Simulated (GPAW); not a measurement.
**InAs: equation of state with vdW-DF**

InAs:

```
In As
1.0
     0.00000    3.01800    3.01800
     3.01800    0.00000    3.01800
     3.01800    3.01800    0.00000
In As
1 1
Direct
  0.00000 0.00000 0.00000
  0.75000 0.75000 0.75000
```

```json
{"Program": "GPAW 26.7.0", "Task": "equation of state", "Functional": "vdW-DF", "Potentials or basis": "GPAW PAW data sets (gpaw-data 1.2.1)", "Cutoff": "600 eV", "Basis": "pw", "k mesh": "6 × 6 × 6", "Occupations": "fermi-dirac, width 0.05 eV", "Spin": "no spin polarisation"}
```

```yaml
Equilibrium_volume: "31.28 Å³/atom (rough: see the caveat)"
Bulk_modulus: 44 GPa (rough)
```

Energy against volume, from the lowest point:
```tsv
volume (Å³/atom)	energy (meV/atom)
25.840	158.38
26.389	118.31
26.939	84.47
27.489	56.07
28.039	32.94
28.588	14.47
29.138	0.00
```

Run time: 73 s on 1 thread of Arm Neoverse V1, with other jobs on the host, peak memory 0.35 GiB.

Caveat: the minimum lies outside the volumes run; the PAW data sets were made with another functional, which shifts forces and pressure a little.
